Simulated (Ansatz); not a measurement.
**Pb under changes of volume**

One of the cells (40.672 Å³/atom); the others are scaled copies at fixed shape and fractional positions:

```xyz
2
Lattice="0.0000 3.4390 3.4390 3.4390 0.0000 3.4390 3.4390 3.4390 0.0000" Properties=species:S:1:pos:R:3 pbc="T T T"
Pb    1.7195    1.7195    1.7195
Pb    0.0000    0.0000    0.0000
```

This isn't the form of Pb at room conditions, which is fcc.

```yaml
Program: Ansatz 0.2.0
Functional: LDA
Potentials_or_basis: Ansatz PAW
Cutoff: "420 eV (not typed: the program's choice for these potentials)"
k_mesh: 7 × 7 × 7
Occupations: fermi-dirac, width 0.05 eV
Spin: no spin polarisation
```

| volume (Å³/atom) | energy over the lowest point (meV/atom) | pressure (GPa) |
| --- | --- | --- |
| 38.232 | 6.93 | 1.5 |
| 39.045 | ? | ? |
| 39.859 | 0.00 | -0.1 |
| 40.672 | 1.98 | -0.7 |
| 41.486 | 7.05 | -1.3 |
| 42.299 | 14.86 | -1.8 |
| 43.112 | 25.13 | -2.2 |

Task: What does the run at 39.045 Å³/atom give?

Result: Energy over the lowest point 1.51 meV/atom; pressure 0.7 GPa.

Worked out: A Birch-Murnaghan fit of order 3 (a polynomial in V^(-2/3)) to the other rows has its minimum at 39.79 Å³/atom with B0 = V·E''(V) = 34 GPa and B' = 4.7. It gives 1.51 meV/atom at 39.045 Å³/atom, against the run's 1.51, and -dE/dV = 0.7 GPa, against 0.7.

Energies are extrapolated to zero smearing.

Caveats: the PAW data sets come from PBE, with cores solved anew for the run's functional, which leaves a small shift of forces and pressure.
